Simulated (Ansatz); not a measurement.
## In2GaAs3 in Ansatz: convergence with n extra bands

Input of the first run (n extra bands 1); the others differ in this setting and in those tied to it:

input.yaml

```yaml
crystal:
  lattice:
    - [-2.140184, 2.140184, 9.060064]
    - [2.140184, -2.140184, 9.060064]
    - [2.140184, 2.140184, -9.060064]
  atoms:
    - { symbol: In, position: [0.676506, 0.649795, -0.005703] }
    - { symbol: In, position: [0.338585, 0.335215, 0.0033] }
    - { symbol: As, position: [0.930558, 0.420605, 0.50175] }
    - { symbol: As, position: [0.577377, 0.067478, 0.502059] }
    - { symbol: As, position: [0.2489, 0.761864, 0.50642] }
    - { symbol: Ga, position: [0.007425, 0.007551, 0.01133] }
hamiltonian:
  xc: pbesol
  pseudopotentials: { kind: paw }
kpoints:
  mp_grid: { grid: [5, 5, 6] }
scf:
  occupations: { method: methfessel_paxton, width: 0.05 }
  n_extra_bands: 1
output:
  forces: true
  stress: true
  eigenvalues: true
```

Potentials or basis: Ansatz PAW.

Launch:

```bash
$ ansatz run input.yaml --threads 2 --pin off --max-ram 5632MiB --backend cpu --events-out ev --progress --plain --runs-dir out
```

The cell isn't the ideal one: atoms moved at random, drawn with an rms of 0.05 Å.

The cell comes from a database or a generator and needn't be the stable form of this composition.

Hardware: 2 threads of AMD EPYC 9R45 96-Core Processor (Zen 5), with other jobs on the host.

```csv
n extra bands,"energy less the tightest run, at zero smearing (meV/atom)",SCF cycles,CPU time (s),peak memory (GiB)
1,0.00,8,19,0.75
2,0.00,8,17,0.74
4,0.00,8,17,0.75
8,0.00,8,18,0.77
16,0.00,8,20,0.85
32,0.00,8,26,0.99
```

Against the tightest run, the energy stays within 1 meV/atom from 1 on. The tightest run that finished is the yardstick and may itself not be fully converged.

Caveat, for the tightest run too: odd divisions of the mesh miss points on the zone boundary, where band edges often lie, so the gap on the mesh can be too wide; spin-orbit coupling is left out, which moves the levels of the heavy elements.
